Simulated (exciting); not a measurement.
The Na K edge of atom 2 in NaCl, space group Fm-3m, with 6 Cl at 2.81 Å (octahedral, site symmetry m-3m), was computed at 2 levels: exchange and screened direct term (singlet BSE) and independent particles. Common settings: exciting, all-electron LAPW+lo, PBEsol, 5×5×5 shifted k points, 18 conduction bands, |G+q| up to 3 bohr⁻¹, full RPA screening with nempty = 39, Lorentzian half width 0.45 eV.

Energy from the Kohn–Sham onset, core level to the lowest empty state found on the meshes used; all runs on one relative scale:

```csv
E (eV),run 1,run 2
-4.0,0.01,0.04
-3.5,0.01,0.05
-3.0,0.01,0.06
-2.5,0.01,0.08
-2.0,0.02,0.12
-1.5,0.02,0.18
-1.0,0.02,0.32
-0.5,0.03,0.73
0.0,0.03,1.58
0.5,0.04,1.62
1.0,0.06,1.09
1.5,0.11,0.95
2.0,0.18,1.02
2.5,0.27,1.06
3.0,0.31,1.24
3.5,0.31,0.90
4.0,0.29,0.66
4.5,0.41,0.62
5.0,0.62,0.58
5.5,0.70,0.47
6.0,0.77,0.36
6.5,0.91,0.34
7.0,0.91,0.37
7.5,0.68,0.45
8.0,0.52,0.43
8.5,0.50,0.36
9.0,0.54,0.41
9.5,0.46,0.55
10.0,0.39,0.62
10.5,0.42,0.61
11.0,0.45,0.58
11.5,0.52,0.50
12.0,0.62,0.42
12.5,0.73,0.35
13.0,0.80,0.32
13.5,0.81,0.30
14.0,0.74,0.31
14.5,0.63,0.30
15.0,0.58,0.30
15.5,0.55,0.27
16.0,0.55,0.24
16.5,0.50,0.25
17.0,0.42,0.24
17.5,0.40,0.26
18.0,0.36,0.32
18.5,0.32,0.38
19.0,0.37,0.41
```

The database entry behind the starting cell differs from later determinations by our own check (an axis about 0.4 % short against later determinations), so it need not match the best structure at ambient conditions.

Which run is which, and why?

Run 1: independent particles; highest local maximum in the window at 6.8 eV. Run 2: exchange and screened direct term (singlet BSE); highest local maximum in the window at 0.3 eV. The attractive direct term pulls weight down: the curves pass 0.27 at 2.6 and -1.1 eV in the order of the runs. Fine structure above the first lines is partly noise of the 125-point mesh.

[Banner, clock and machine lines of the logs are left out without a mark of their own.]

[Logs are printed without paths, hosts, clocks, repeated set-up lines and the standing remarks that a program may print on its own settings, such as how far it seeks lower states.]

[Hosts, paths, dates, database ids (printed as entryN), source tags and the programs' standing remarks are cut or masked in the printed files.]
